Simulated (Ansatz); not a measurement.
**C3H4N2: vertical ionisation energy**

One table from this session's results is given with a row withheld; the runs are named, their logs left out.

Computed with Ansatz 0.2.0, Gaussian basis. Level: unrestricted cation, the program's frozen cores in correlated methods.

Levels to be run: UKS PBE-D4/def2-TZVPP; UKS r2SCAN-D4/def2-TZVPP; UKS PBE0-D4/def2-TZVPP; UKS B3LYP-D4/def2-TZVPP; UKS wB97X-V/def2-TZVPP; UKS wB97M-V/def2-TZVPP; UKS B2PLYP/def2-TZVPP; UHF-CCSD(T)/def2-TZVPP; UHF-MP2/def2-QZVPP; extrapolation to the limit; then −ε(HOMO) from the neutral's earlier runs with LDA (SPW92), PBE-D4, revPBE-D4, BLYP-D4, r2SCAN-D4, B97M-V, PBE0-D4, B3LYP-D4, r2SCANh-D4, r2SCAN0-D4, HSE06-D4, BHLYP-D4, CAM-B3LYP-D4, LC-ωPBE, ωB97X-V, ωB97M-V.

**Structure used throughout**

An earlier PBE0-D4 in a triple-zeta def2 set relaxation fixed the geometry.

SMILES `c1cn[nH]c1`, 9 atoms, charge 0, spin multiplicity 1.

Atoms are counted from 1 here; the program's logs count them from 0.

Bond lengths: C1–C2 1.406 Å, C1–C5 1.374 Å, C1–H6 1.077 Å, C2–N3 1.323 Å, C2–H7 1.080 Å, N3–N4 1.332 Å, N4–C5 1.347 Å, N4–H8 1.004 Å, C5–H9 1.078 Å. Angles: C2–C1–C5 104.4°, C2–C1–H6 128.4°, C5–C1–H6 127.3°, C1–C2–N3 111.7°, C1–C2–H7 128.6°, N3–C2–H7 119.6°, C2–N3–N4 104.4°, N3–N4–C5 113.4°, N3–N4–H8 119.1°, C5–N4–H8 127.6°, C1–C5–N4 106.1°, C1–C5–H9 131.9°, N4–C5–H9 122.0°.

The first run:

Contents of in.yaml:

```yaml
crystal:
  periodic: [false, false, false]
  atoms:
    - {symbol: C, position_ang: [0.293610, 0.948074, 0.191074]}
    - {symbol: C, position_ang: [1.132236, 0.041240, -0.480243]}
    - {symbol: N, position_ang: [0.559345, -1.142978, -0.623058]}
    - {symbol: N, position_ang: [-0.635590, -1.003916, -0.050978]}
    - {symbol: C, position_ang: [-0.846807, 0.227782, 0.452663]}
    - {symbol: H, position_ang: [0.489194, 1.975846, 0.447714]}
    - {symbol: H, position_ang: [2.128137, 0.202381, -0.864653]}
    - {symbol: H, position_ang: [-1.263632, -1.787544, -0.035996]}
    - {symbol: H, position_ang: [-1.768093, 0.492814, 0.946377]}
basis:
  gaussian: {orbitals: def2-TZVPP}
total_charge: 1
magnetization: {spin_polarized: true, initial_magnetization: 1}
hamiltonian: {xc: pbe, dispersion: d4}
```

Launch:

```bash
> ansatz run in.yaml --threads 4 --pin off --events-out ev --progress --plain --max-ram 10444MiB
```

Among the steps run: Cation, UKS PBE-D4/def2-TZVPP; Cation, UKS r2SCAN-D4/def2-TZVPP; Cation, UKS PBE0-D4/def2-TZVPP; Cation, UKS B3LYP-D4/def2-TZVPP; Cation, UKS wB97X-V/def2-TZVPP; Cation, UKS wB97M-V/def2-TZVPP; Cation, UKS B2PLYP (frozen core)/def2-TZVPP; Cation, UHF-CCSD(T)/def2-TZVPP; Cation, UHF-MP2/def2-QZVPP.

One table of the session follows, with a row left open; its other results are not shown here.

Orbital estimates, from the neutral's runs:

| functional | −ε(HOMO) (eV) |
| --- | --- |
| LDA (SPW92) | 6.36 |
| PBE-D4 | 6.14 |
| revPBE-D4 | 6.06 |
| BLYP-D4 | 5.97 |
| r2SCAN-D4 | 6.33 |
| B97M-V | 6.28 |
| PBE0-D4 | 7.23 |
| B3LYP-D4 | 7.01 |
| r2SCANh-D4 | 6.74 |
| r2SCAN0-D4 | 7.36 |
| HSE06-D4 | 6.83 |
| BHLYP-D4 | 8.14 |
| CAM-B3LYP-D4 | 8.54 |
| LC-ωPBE | 9.90 |
| ωB97X-V | ? |
| ωB97M-V | 9.42 |

**Question.** Estimate the row for ωB97X-V.

The run gave: −ε(HOMO) (eV): 9.51. In the column «−ε(HOMO) (eV)» it lies between ωB97M-V (9.42) and LC-ωPBE (9.90).
